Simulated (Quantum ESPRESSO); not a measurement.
# Ag (Fm-3m) in Quantum ESPRESSO: further runs, part 2 of 4

Quantum ESPRESSO 7.5.

### Step 2. Phonons and electron-phonon coupling, PBE

pw.in reads:

```
&CONTROL
  calculation = 'scf'
  prefix = 'pwscf'
  outdir = './tmp'
  pseudo_dir = './pseudo'
  tprnfor = .true.
  tstress = .true.
  disk_io = 'low'
/
&SYSTEM
  ibrav = 0
  nat = 1
  ntyp = 1
  ecutwfc = 70
  nbnd = 16
  occupations = 'smearing'
  smearing = 'mp'
  degauss = 0.01999163
/
&ELECTRONS
  conv_thr = 2d-10
  electron_maxstep = 120
  mixing_beta = 0.5
/
ATOMIC_SPECIES
Ag   107.8682 Ag_ONCV_PBE-1.2.upf
CELL_PARAMETERS angstrom
   0.0000000000    2.0427500000    2.0427500000
   2.0427500000    0.0000000000    2.0427500000
   2.0427500000    2.0427500000    0.0000000000
ATOMIC_POSITIONS crystal
Ag     0.0000000000    0.0000000000    0.0000000000
K_POINTS automatic
12 12 12 0 0 0
```

relax.in reads:

```
&CONTROL
  calculation = 'vc-relax'
  prefix = 'pwscf'
  outdir = './tmp'
  pseudo_dir = './pseudo'
  tprnfor = .true.
  tstress = .true.
  disk_io = 'low'
  nstep = 40
  forc_conv_thr = 0.0001
  etot_conv_thr = 1d-06
/
&SYSTEM
  ibrav = 0
  nat = 1
  ntyp = 1
  ecutwfc = 70
  nbnd = 16
  occupations = 'smearing'
  smearing = 'mp'
  degauss = 0.01999163
/
&ELECTRONS
  conv_thr = 2d-10
  electron_maxstep = 120
  mixing_beta = 0.5
/
&IONS
  ion_dynamics = 'bfgs'
/
&CELL
  cell_dynamics = 'bfgs'
  press = 0
  press_conv_thr = 0.2
/
ATOMIC_SPECIES
Ag   107.8682 Ag_ONCV_PBE-1.2.upf
CELL_PARAMETERS angstrom
   0.0000000000    2.0427500000    2.0427500000
   2.0427500000    0.0000000000    2.0427500000
   2.0427500000    2.0427500000    0.0000000000
ATOMIC_POSITIONS crystal
Ag     0.0000000000    0.0000000000    0.0000000000
K_POINTS automatic
12 12 12 0 0 0
```

scf2.in reads:

```
&CONTROL
  calculation = 'scf'
  prefix = 'pwscf'
  outdir = './tmp'
  pseudo_dir = './pseudo'
  tprnfor = .true.
  tstress = .true.
  disk_io = 'low'
/
&SYSTEM
  ibrav = 0
  nat = 1
  ntyp = 1
  ecutwfc = 70
  nbnd = 16
  occupations = 'smearing'
  smearing = 'mp'
  degauss = 0.01999163
/
&ELECTRONS
  conv_thr = 1d-13
  electron_maxstep = 120
  mixing_beta = 0.5
  startingpot = 'file'
  startingwfc = 'file'
/
ATOMIC_SPECIES
Ag   107.8682 Ag_ONCV_PBE-1.2.upf
CELL_PARAMETERS angstrom
   0.0000000000    2.0746454112    2.0746454112
   2.0746454112    0.0000000000    2.0746454112
   2.0746454112    2.0746454112    0.0000000000
ATOMIC_POSITIONS crystal
Ag     0.0000000000    0.0000000000    0.0000000000
K_POINTS automatic
12 12 12 0 0 0
```

dense.in reads:

```
&CONTROL
  calculation = 'scf'
  prefix = 'pwscf'
  outdir = './tmp'
  pseudo_dir = './pseudo'
  tprnfor = .true.
  tstress = .true.
  disk_io = 'low'
/
&SYSTEM
  ibrav = 0
  nat = 1
  ntyp = 1
  ecutwfc = 70
  nbnd = 16
  occupations = 'smearing'
  smearing = 'mp'
  degauss = 0.01999163
  la2F = .true.
/
&ELECTRONS
  conv_thr = 1d-12
  electron_maxstep = 120
  mixing_beta = 0.5
  startingpot = 'file'
/
ATOMIC_SPECIES
Ag   107.8682 Ag_ONCV_PBE-1.2.upf
CELL_PARAMETERS angstrom
   0.0000000000    2.0746454112    2.0746454112
   2.0746454112    0.0000000000    2.0746454112
   2.0746454112    2.0746454112    0.0000000000
ATOMIC_POSITIONS crystal
Ag     0.0000000000    0.0000000000    0.0000000000
K_POINTS automatic
36 36 36 0 0 0
```

scf3.in reads:

```
&CONTROL
  calculation = 'scf'
  prefix = 'pwscf'
  outdir = './tmp'
  pseudo_dir = './pseudo'
  tprnfor = .true.
  tstress = .true.
  disk_io = 'low'
/
&SYSTEM
  ibrav = 0
  nat = 1
  ntyp = 1
  ecutwfc = 70
  nbnd = 16
  occupations = 'smearing'
  smearing = 'mp'
  degauss = 0.01999163
/
&ELECTRONS
  conv_thr = 1d-12
  electron_maxstep = 120
  mixing_beta = 0.5
  startingpot = 'file'
/
ATOMIC_SPECIES
Ag   107.8682 Ag_ONCV_PBE-1.2.upf
CELL_PARAMETERS angstrom
   0.0000000000    2.0746454112    2.0746454112
   2.0746454112    0.0000000000    2.0746454112
   2.0746454112    2.0746454112    0.0000000000
ATOMIC_POSITIONS crystal
Ag     0.0000000000    0.0000000000    0.0000000000
K_POINTS automatic
12 12 12 0 0 0
```

ph.in reads:

```
phonon_bands of Ag
&INPUTPH
  prefix = 'pwscf'
  outdir = './tmp'
  tr2_ph = 1d-18
  fildyn = 'dyn'
  niter_ph = 90
  alpha_mix(1) = 0.4
  ldisp = .true.
  nq1 = 4
  nq2 = 4
  nq3 = 4
  electron_phonon = 'interpolated'
  el_ph_sigma = 0.005
  el_ph_nsigma = 10
  fildvscf = 'dvscf'
/
```

q2r.in reads:

```
&INPUT
  fildyn = 'dyn'
  zasr = 'crystal'
  flfrc = 'fc'
  la2F = .true.
/
```

matdyn.in reads:

```
&INPUT
  asr = 'crystal'
  flfrc = 'fc'
  flfrq = 'freq'
  q_in_cryst_coord = .true.
  flvec = ' '
/
80
 0.0000000000  0.0000000000  0.0000000000
 0.0454545455  0.0000000000  0.0454545455
 0.0909090909  0.0000000000  0.0909090909
 0.1363636364  0.0000000000  0.1363636364
 0.1818181818  0.0000000000  0.1818181818
 0.2272727273  0.0000000000  0.2272727273
 0.2727272727  0.0000000000  0.2727272727
 0.3181818182  0.0000000000  0.3181818182
 0.3636363636  0.0000000000  0.3636363636
 0.4090909091  0.0000000000  0.4090909091
 0.4545454545  0.0000000000  0.4545454545
 0.5000000000  0.0000000000  0.5000000000
 0.5000000000  0.0500000000  0.5500000000
 0.5000000000  0.1000000000  0.6000000000
 0.5000000000  0.1500000000  0.6500000000
 0.5000000000  0.2000000000  0.7000000000
 0.5000000000  0.2500000000  0.7500000000
 0.4687500000  0.2812500000  0.7500000000
 0.4375000000  0.3125000000  0.7500000000
 0.4062500000  0.3437500000  0.7500000000
 0.3750000000  0.3750000000  0.7500000000
 0.3461538462  0.3461538462  0.6923076923
 0.3173076923  0.3173076923  0.6346153846
 0.2884615385  0.2884615385  0.5769230769
 0.2596153846  0.2596153846  0.5192307692
 0.2307692308  0.2307692308  0.4615384615
 0.2019230769  0.2019230769  0.4038461538
 0.1730769231  0.1730769231  0.3461538462
 0.1442307692  0.1442307692  0.2884615385
 0.1153846154  0.1153846154  0.2307692308
 0.0865384615  0.0865384615  0.1730769231
 0.0576923077  0.0576923077  0.1153846154
 0.0288461538  0.0288461538  0.0576923077
 0.0000000000  0.0000000000  0.0000000000
 0.0454545455  0.0454545455  0.0454545455
 0.0909090909  0.0909090909  0.0909090909
 0.1363636364  0.1363636364  0.1363636364
 0.1818181818  0.1818181818  0.1818181818
 0.2272727273  0.2272727273  0.2272727273
 0.2727272727  0.2727272727  0.2727272727
 0.3181818182  0.3181818182  0.3181818182
 0.3636363636  0.3636363636  0.3636363636
 0.4090909091  0.4090909091  0.4090909091
 0.4545454545  0.4545454545  0.4545454545
 0.5000000000  0.5000000000  0.5000000000
 0.5178571429  0.4642857143  0.5178571429
 0.5357142857  0.4285714286  0.5357142857
 0.5535714286  0.3928571429  0.5535714286
 0.5714285714  0.3571428571  0.5714285714
 0.5892857143  0.3214285714  0.5892857143
 0.6071428571  0.2857142857  0.6071428571
 0.6250000000  0.2500000000  0.6250000000
 0.5937500000  0.2500000000  0.6562500000
 0.5625000000  0.2500000000  0.6875000000
 0.5312500000  0.2500000000  0.7187500000
 0.5000000000  0.2500000000  0.7500000000
 0.5000000000  0.2750000000  0.7250000000
 0.5000000000  0.3000000000  0.7000000000
 0.5000000000  0.3250000000  0.6750000000
 0.5000000000  0.3500000000  0.6500000000
 0.5000000000  0.3750000000  0.6250000000
 0.5000000000  0.4000000000  0.6000000000
 0.5000000000  0.4250000000  0.5750000000
 0.5000000000  0.4500000000  0.5500000000
 0.5000000000  0.4750000000  0.5250000000
 0.5000000000  0.5000000000  0.5000000000
 0.4861111111  0.4861111111  0.5277777778
 0.4722222222  0.4722222222  0.5555555556
 0.4583333333  0.4583333333  0.5833333333
 0.4444444444  0.4444444444  0.6111111111
 0.4305555556  0.4305555556  0.6388888889
 0.4166666667  0.4166666667  0.6666666667
 0.4027777778  0.4027777778  0.6944444444
 0.3888888889  0.3888888889  0.7222222222
 0.3750000000  0.3750000000  0.7500000000
 0.6250000000  0.2500000000  0.6250000000
 0.5937500000  0.1875000000  0.5937500000
 0.5625000000  0.1250000000  0.5625000000
 0.5312500000  0.0625000000  0.5312500000
 0.5000000000  0.0000000000  0.5000000000
```

matdyn_dos.in reads:

```
&INPUT
  asr = 'crystal'
  flfrc = 'fc'
  dos = .true.
  fldos = 'phdos'
  nk1 = 18
  nk2 = 18
  nk3 = 18
  deltaE = 0.5
  flvec = ' '
  flfrq = ' '
/
```

matdyn_a2f.in reads:

```
&INPUT
  asr = 'crystal'
  flfrc = 'fc'
  la2F = .true.
  dos = .true.
  fldos = 'dos2'
  nk1 = 14
  nk2 = 14
  nk3 = 14
  ndos = 60
  el_ph_nsigma = 10
  flfrq = 'dosfreq2'
  flvec = ' '
/
```

matdyn_mesh.in reads:

```
&INPUT
  asr = 'crystal'
  flfrc = 'fc'
  flfrq = 'mesh'
  q_in_cryst_coord = .true.
  flvec = ' '
/
1000
 0.05000000  0.05000000  0.05000000
 0.05000000  0.05000000  0.15000000
 0.05000000  0.05000000  0.25000000
[... 997 further points of the even 10 x 10 x 10 mesh, shifted by half a step ...]
```

Potentials or basis: SG15 PBE 1.2.

Started as:

```console
> OMP_NUM_THREADS=1 mpirun -n 4 pw.x -nk 4 -in pw.in > pw.out
> OMP_NUM_THREADS=1 mpirun -n 4 pw.x -nk 4 -in relax.in > relax.out
> OMP_NUM_THREADS=1 mpirun -n 4 pw.x -nk 4 -in scf2.in > scf2.out
> OMP_NUM_THREADS=1 mpirun -n 4 pw.x -nk 4 -in dense.in > dense.out
> OMP_NUM_THREADS=1 mpirun -n 4 pw.x -nk 4 -in scf3.in > scf3.out
> OMP_NUM_THREADS=1 mpirun -n 4 ph.x -nk 4 -in ph.in > ph.out
> OMP_NUM_THREADS=1 mpirun -n 1 q2r.x -in q2r.in > q2r.out
> OMP_NUM_THREADS=1 mpirun -n 1 matdyn.x -in matdyn.in > matdyn.out
> OMP_NUM_THREADS=1 mpirun -n 1 matdyn.x -in matdyn_dos.in > matdyn_dos.out
> OMP_NUM_THREADS=1 mpirun -n 1 matdyn.x -in matdyn_a2f.in > matdyn_a2f.out
> OMP_NUM_THREADS=1 mpirun -n 1 matdyn.x -in matdyn_mesh.in > matdyn_mesh.out
```

pw.out:

```text
This program is part of the open-source Quantum ESPRESSO suite
     for quantum simulation of materials; please cite
[... 6 lines left out ...]
     using ibrav=0 with symmetry is DISCOURAGED, use correct ibrav instead

     K-points division:     npool     =       4
     Subspace diagonalization in iterative solution of the eigenvalue problem:
     a serial algorithm will be used

     G-vector sticks info
     --------------------
     sticks:   dense  smooth     PW     G-vecs:    dense   smooth      PW
     Sum         583     583    187                 9185     9185    1639

     Using Slab Decomposition

     bravais-lattice index     =            0
     lattice parameter (alat)  =       5.4592  a.u.
     unit-cell volume          =     115.0462 (a.u.)^3
     number of atoms/cell      =            1
     number of atomic types    =            1
     number of electrons       =        19.00
     number of Kohn-Sham states=           16
     kinetic-energy cutoff     =      70.0000  Ry
     charge density cutoff     =     280.0000  Ry
     scf convergence threshold =      2.0E-10
     mixing beta               =       0.5000
     number of iterations used =            8  plain     mixing
     Exchange-correlation= PBE
                           (   1   4   3   4   0   0   0)

     celldm(1)=   5.459201  celldm(2)=   0.000000  celldm(3)=   0.000000
     celldm(4)=   0.000000  celldm(5)=   0.000000  celldm(6)=   0.000000

     crystal axes: (cart. coord. in units of alat)
               a(1) = (   0.000000   0.707107   0.707107 )
               a(2) = (   0.707107   0.000000   0.707107 )
               a(3) = (   0.707107   0.707107   0.000000 )

     reciprocal axes: (cart. coord. in units 2 pi/alat)
               b(1) = ( -0.707107  0.707107  0.707107 )
               b(2) = (  0.707107 -0.707107  0.707107 )
               b(3) = (  0.707107  0.707107 -0.707107 )

     PseudoPot. # 1 for Ag read from file:
     Ag_ONCV_PBE-1.2.upf
     Pseudo is Norm-conserving, Zval = 19.0
     Generated using ONCVPSP code by D. R. Hamann
     Using radial grid of  602 points,  6 beta functions with:
                l(1) =   0
                l(2) =   0
                l(3) =   1
                l(4) =   1
                l(5) =   2
                l(6) =   2

     atomic species   valence    mass     pseudopotential
     Ag               19.00   107.86820     Ag( 1.00)

     48 Sym. Ops., with inversion, found

   Cartesian axes

     site n.     atom                  positions (alat units)
         1        Ag     tau(   1) = (   0.0000000   0.0000000   0.0000000  )

     number of k points=    72  Methfessel-Paxton smearing, width (Ry)=  0.0200
                       cart. coord. in units 2pi/alat
        k(    1) = (   0.0000000   0.0000000   0.0000000), wk =   0.0011574
        k(    2) = (   0.0589256   0.0589256  -0.0589256), wk =   0.0092593
        k(    3) = (   0.1178511   0.1178511  -0.1178511), wk =   0.0092593
        k(    4) = (   0.1767767   0.1767767  -0.1767767), wk =   0.0092593
        k(    5) = (   0.2357023   0.2357023  -0.2357023), wk =   0.0092593
        k(    6) = (   0.2946278   0.2946278  -0.2946278), wk =   0.0092593
[... 64 lines left out ...]
        k(   71) = (  -0.7071068   0.2357023   0.0000000), wk =   0.0138889
        k(   72) = (  -0.7071068   0.3535534   0.0000000), wk =   0.0069444

     Dense  grid:     9185 G-vectors     FFT dimensions: (  30,  30,  30)

     Initial potential from superposition of free atoms

     starting charge      18.9609, renormalised to      19.0000
     Starting wfcs are random

     Self-consistent Calculation

     iteration #  1     ecut=    70.00 Ry     beta= 0.50
     Davidson diagonalization with overlap
     ethr =  1.00E-02,  avg # of iterations =  7.4

     Threshold (ethr) on eigenvalues was too large:
     Diagonalizing with lowered threshold

     Davidson diagonalization with overlap
     ethr =  6.06E-05,  avg # of iterations =  4.0

     total energy              =    -287.63949073 Ry
     estimated scf accuracy    <       0.01326695 Ry

     iteration #  2     ecut=    70.00 Ry     beta= 0.50
     Davidson diagonalization with overlap
     ethr =  6.98E-05,  avg # of iterations =  2.0
[... 36 lines left out ...]
     total energy              =    -287.64205488 Ry
     estimated scf accuracy    <          3.6E-09 Ry

     iteration #  8     ecut=    70.00 Ry     beta= 0.50
     Davidson diagonalization with overlap
     ethr =  5.00E-12,  avg # of iterations =  2.0

     End of self-consistent calculation

          k = 0.0000 0.0000 0.0000 (  1139 PWs)   bands (ev):

   -74.1206 -37.4867 -37.4867 -37.4867  10.2063  13.1571  13.1571  13.1571
    14.1923  14.1923  34.2565  37.7653  37.7653  37.7653  42.4294  43.2959

          k = 0.0589 0.0589-0.0589 (  1143 PWs)   bands (ev):

   -74.1195 -37.4976 -37.4883 -37.4883  10.4217  13.1100  13.2155  13.2155
    14.1713  14.1713  34.2096  36.1314  37.8191  37.8191  42.1085  43.1307
[... 298 lines left out ...]
   -74.0982 -37.6254 -37.5651 -37.5452  11.8677  12.0596  14.1426  14.6130
    15.1104  20.6319  25.3368  26.0575  28.6111  36.2125  39.1046  45.5127

          k =-0.0000-0.4714 0.5893 (  1137 PWs)   bands (ev):

   -74.0982 -37.6127 -37.5832 -37.5401  12.0443  12.4072  13.6899  14.3645
    15.0051  22.4699  23.4120  25.1527  29.4629  36.2620  42.1567  44.1797

          k =-0.7071 0.1179-0.0000 (  1134 PWs)   bands (ev):

   -74.0978 -37.6351 -37.5555 -37.5495  11.6745  11.8006  14.7029  14.8051
    15.1927  20.3160  24.7455  27.8464  27.9124  36.0007  36.7051  47.0035

          k =-0.2357-0.4714 0.7071 (  1138 PWs)   bands (ev):

   -74.1021 -37.6084 -37.5549 -37.5254  12.4309  12.5150  13.1602  14.3919
    14.5489  17.7743  27.5848  27.5968  30.9473  38.4799  39.0909  43.3965

          k =-0.1768-0.4125 0.6482 (  1137 PWs)   bands (ev):
[... 26 lines left out ...]
   -74.0978 -37.6183 -37.5723 -37.5499  12.0381  12.2139  13.7677  14.4401
    15.1933  21.9518  24.8700  26.0098  26.7113  38.1362  39.8811  43.9970

          k =-0.7071 0.3536 0.0000 (  1144 PWs)   bands (ev):

   -74.0978 -37.5954 -37.5954 -37.5500  12.2746  12.8858  12.8858  14.2011
    15.1935  23.9403  23.9403  24.9997  26.1587  40.8688  40.8688  42.4661

     the Fermi energy is    17.8918 ev

!    total energy              =    -287.64205488 Ry
     estimated scf accuracy    <          2.0E-11 Ry
     smearing contrib. (-TS)   =       0.00000180 Ry
     internal energy E=F+TS    =    -287.64205668 Ry

     The total energy is F=E-TS. E is the sum of the following terms:
     one-electron contribution =    -111.20921235 Ry
     hartree contribution      =      65.10216779 Ry
     xc contribution           =     -27.15248038 Ry
     ewald contribution        =    -214.38253174 Ry

     convergence has been achieved in   8 iterations

     Forces acting on atoms (cartesian axes, Ry/au):

     atom    1 type  1   force =     0.00000000    0.00000000    0.00000000

     Total force =     0.000000     Total SCF correction =     0.000000

     Computing stress (Cartesian axis) and pressure

          total   stress  (Ry/bohr**3)                   (kbar)     P=       47.96
   0.00032600   0.00000000  -0.00000000           47.96        0.00       -0.00
   0.00000000   0.00032600  -0.00000000            0.00       47.96       -0.00
  -0.00000000  -0.00000000   0.00032600           -0.00       -0.00       47.96

=------------------------------------------------------------------------------=
   JOB DONE.
=------------------------------------------------------------------------------=
```

It took 36 min on 4 MPI ranks of Arm Neoverse V1, shared host; peak memory 0.56 GiB.

What came out:

```yaml
Free_energy: -3913.5811 eV
Relaxed_volume: 17.86 Å³/atom
Relaxed_cell: a = 2.934 Å, b = 2.934 Å, c = 2.934 Å, α = 60.00°, β = 60.00°, γ = 60.00°
Space_group_after_relaxing_to_0.05_Å: Fm-3m (No. 225)
Pressure_after_relaxing: 0.0 GPa
Band_gap_on_the_k_mesh: none (metal or under the smearing width)
Highest_phonon_frequency: 158 cm⁻¹
Zero-point_energy: 0.019 eV/atom
```

Step by step:
```
step  energy change (eV)  largest force (eV/Å)  pressure (GPa)  volume (Å³)
   1              0.0000                0.0000            4.80        17.05
   2             -0.0090                0.0000            2.12        17.47
   3             -0.0115                0.0000            0.22        17.82
   4             -0.0115                0.0000            0.01        17.86
   5             -0.0115                0.0000            0.01        17.86
```

Final structure:
```
Ag
1.0
     0.00000    2.07465    2.07465
     2.07465    0.00000    2.07465
     2.07465    2.07465    0.00000
Ag
1
Cartesian
  0.0000 0.0000 0.0000
```

Phonon frequencies in cm⁻¹ (negative: imaginary):
```csv
q point,frequencies
"(0.000, 0.000, 0.000)",0 0 0
"(0.318, 0.000, 0.318)",88 88 135
"(0.500, 0.150, 0.650)",101 114 144
"(0.346, 0.346, 0.692)",89 126 132
"(0.144, 0.144, 0.288)",41 62 103
"(0.091, 0.091, 0.091)",19 19 46
"(0.409, 0.409, 0.409)",67 67 152
"(0.589, 0.321, 0.589)",86 113 141
"(0.500, 0.275, 0.725)",98 128 130
"(0.500, 0.450, 0.550)",72 77 156
"(0.431, 0.431, 0.639)",81 101 147
"(0.562, 0.125, 0.562)",102 109 151
```

Phonon frequencies at the corners of the path (cm⁻¹, interpolated; i marks imaginary ones):
| point | frequencies |
| --- | --- |
| Γ | 0 0 0 |
| X | 105 105 155 |
| W | 100 129 129 |
| K | 94 120 140 |
| L | 70 70 158 |
| U | 94 120 140 |

Phonon states per cell in windows of 10 cm⁻¹ (negative: imaginary):
```csv
from (cm⁻¹),total
0,0.00
10,0.01
20,0.02
30,0.04
40,0.07
50,0.11
60,0.20
70,0.36
80,0.38
90,0.39
100,0.27
110,0.22
120,0.13
130,0.31
140,0.41
150,0.09
```

Harmonic thermodynamics per atom at this volume (zero-point energy 18.8 meV, Debye temperature from the second moment 197 K):
| T (K) | free energy (meV) | entropy (k_B) | heat capacity Cv (k_B) |
| --- | --- | --- | --- |
| 50 | 17.7 | 0.86 | 1.58 |
| 100 | 10.7 | 2.31 | 2.50 |
| 200 | -18.0 | 4.19 | 2.86 |
| 298.15 | -58.7 | 5.35 | 2.94 |
| 500 | -166.2 | 6.88 | 2.98 |
| 800 | -363.6 | 8.28 | 2.99 |

Electron-phonon coupling by broadening of the double delta (levels on a 36 × 36 × 36 mesh):
```tsv
broadening (eV)	λ	N(E_F) (states/eV a spin and cell)	ω_log (K)	Tc, μ* 0.10 (K)	Tc, μ* 0.13 (K)
0.07	0.26	0.179	140	0.0	0.0
0.14	0.20	0.158	138	0.0	0.0
0.20	0.17	0.146	134	0.0	0.0
0.27	0.16	0.140	132	0.0	0.0
0.34	0.16	0.138	131	0.0	0.0
0.41	0.16	0.137	130	0.0	0.0
0.48	0.16	0.136	130	0.0	0.0
0.54	0.15	0.135	130	0.0	0.0
0.61	0.15	0.135	130	0.0	0.0
0.68	0.15	0.134	130	0.0	0.0
```

The same from a weighted sum over the computed q points, without interpolation:
```
broadening (eV)     λ  ω_log (K)  Tc, μ* 0.10 (K)  Tc, μ* 0.13 (K)
           0.07  0.25        147              0.0              0.0
           0.14  0.19        145              0.0              0.0
           0.20  0.16        143              0.0              0.0
           0.27  0.15        141              0.0              0.0
           0.34  0.15        139              0.0              0.0
           0.41  0.15        139              0.0              0.0
           0.48  0.15        138              0.0              0.0
           0.54  0.15        138              0.0              0.0
           0.61  0.15        138              0.0              0.0
           0.68  0.15        138              0.0              0.0
```

Eliashberg function at a broadening of 0.27 eV:
```tsv
cm⁻¹	α²F
4	0.000
12	0.000
20	0.001
28	0.003
36	0.007
44	0.011
52	0.015
60	0.022
68	0.035
77	0.065
85	0.093
93	0.117
101	0.084
109	0.077
117	0.075
125	0.033
133	0.061
141	0.167
149	0.070
157	0.002
```

Coupling and linewidth of each mode at the computed q points (broadening 0.27 eV):
```tsv
q	cm⁻¹	λ of the modes	linewidths (GHz)
(0.00, 0.00, 0.25)	48 48 113	0.07 0.06 0.04	0 0 1
(0.00, 0.00, -0.50)	70 70 158	0.02 0.02 0.03	0 0 1
(0.00, 0.25, 0.25)	74 74 116	0.03 0.03 0.08	0 0 2
(0.00, 0.25, -0.50)	88 101 145	0.05 0.08 0.04	1 1 1
(0.00, 0.25, -0.25)	69 103 135	0.03 0.05 0.06	0 1 2
(0.00, -0.50, -0.50)	105 105 155	0.01 0.01 0.04	0 0 2
(0.25, -0.50, -0.25)	100 129 129	0.13 0.06 0.06	2 2 2
```

Caveat: λ from interpolated matrix elements is rough: modes that symmetry makes equal can differ by tens of percent.

(Continued in part 3 of 4.)
